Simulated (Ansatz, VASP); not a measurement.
Mg in VASP and in Ansatz

The input INCAR:

```
SYSTEM = Mg
ALGO     = Normal         ! electronic algorithm
EDIFF    = 1E-7           ! SCF threshold, eV
ENCUT    = 520            ! plane-wave cutoff, eV
GGA      = PE             ! functional
ISIF     = 2              ! what is computed and relaxed
ISMEAR   = 0              ! smearing method
LASPH    = .TRUE.         ! aspherical terms in the spheres
LCHARG   = .FALSE.        ! write CHGCAR
LREAL    = .FALSE.        ! projectors in reciprocal space
LWAVE    = .FALSE.        ! write WAVECAR
NBANDS   = 9              ! bands
NELM     = 100            ! most SCF steps
PREC     = Accurate       ! precision mode
SIGMA    = 0.1            ! smearing width, eV
```

File KPOINTS:

```
k-points
0
G
  15 15 8
  0 0 0
```

The input POSCAR:

```
Mg
1.0
    3.0908173202      0.0000000000      0.0000000000
   -1.5454086601      2.6767263178      0.0000000000
    0.0000000000      0.0000000000      5.4869464197
Mg
2
Direct
    0.3333333333      0.6666666667      0.2500000000
    0.6666666667      0.3333333333      0.7500000000
```

Input for Ansatz:

```yaml
crystal:
  lattice:
    - [3.0908173202, 0.0, 0.0]
    - [-1.5454086601, 2.6767263178, 0.0]
    - [0.0, 0.0, 5.4869464197]
  atoms:
    - { symbol: Mg, position: [0.3333333333, 0.6666666667, 0.25] }
    - { symbol: Mg, position: [0.6666666667, 0.3333333333, 0.75] }
basis:
  ecutwfc: 420
kpoints:
  mp_grid: { grid: [15, 15, 8] }
hamiltonian:
  xc: pbe
scf:
  occupations: { method: gaussian, width: 0.1 }
output:
  forces: true
  stress: true
  eigenvalues: true
```

Alike in both runs: task single point; functional PBE; k mesh 15 × 15 × 8; occupations gaussian, width 0.1 eV; no spin polarisation.

|  | VASP | Ansatz |
| --- | --- | --- |
| version | VASP 6.6.1 | Ansatz 0.2.0 |
| potentials or method | VASP PAW PBE potentials, release 64 (Mg) | scalar-relativistic, plane waves, PAW |
| plane-wave cutoff (eV) | 520 | 420 |
| valence electrons in the cell | 4 | 20 |

```csv
,VASP,Ansatz,Ansatz less VASP
gap on the k mesh at the Fermi level (eV),none,none,-
pressure (GPa),0.7,0.8,+0.12
largest component of the traceless stress (GPa),2.60,2.60,+0.001
```

A gap of «none» marks a metal or a gap that the smearing closes. With one functional, cell and mesh, what is left measures potentials, basis and numerics. The two sets of potentials don't hold the same shells in valence.
